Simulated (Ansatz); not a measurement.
# GaSb in Ansatz: the effect of functional

GaSb:

```
Sb Ga
1.0
    -2.73495    2.73495    1.58003
     2.73495   -2.73495    1.58003
     2.73495    2.73495   -1.58003
Sb Ga
1 1
Direct
  0.00000 0.00000 0.00000
  0.75000 0.25000 0.50000
```

Measurements of this composition are mostly on another form, of space group No. 216.

The cell isn't the ideal one: volume scaled by 0.98.

Alike in all runs:

- Program: Ansatz 0.2.0
- Task: single point
- Potentials or basis: Ansatz PAW
- k mesh: 10 × 10 × 10
- Occupations: fermi-dirac, width 0.05 eV
- Spin: no spin polarisation

```csv
functional,cutoff,pressure (GPa)
LDA,420 eV (not typed: the program's choice for these potentials),-3.4
PBEsol,420 eV (not typed: the program's choice for these potentials),?
r2SCAN,500 eV (not typed: the program's choice for these potentials),-0.4
```

Task: What does the run with functional PBEsol give?

Result: Pressure -1.9 GPa.

Caveats: the PAW data sets come from PBE, with cores solved anew for the run's functional, which leaves a small shift of forces and pressure.

Runs at the PBE level aren't shown here.
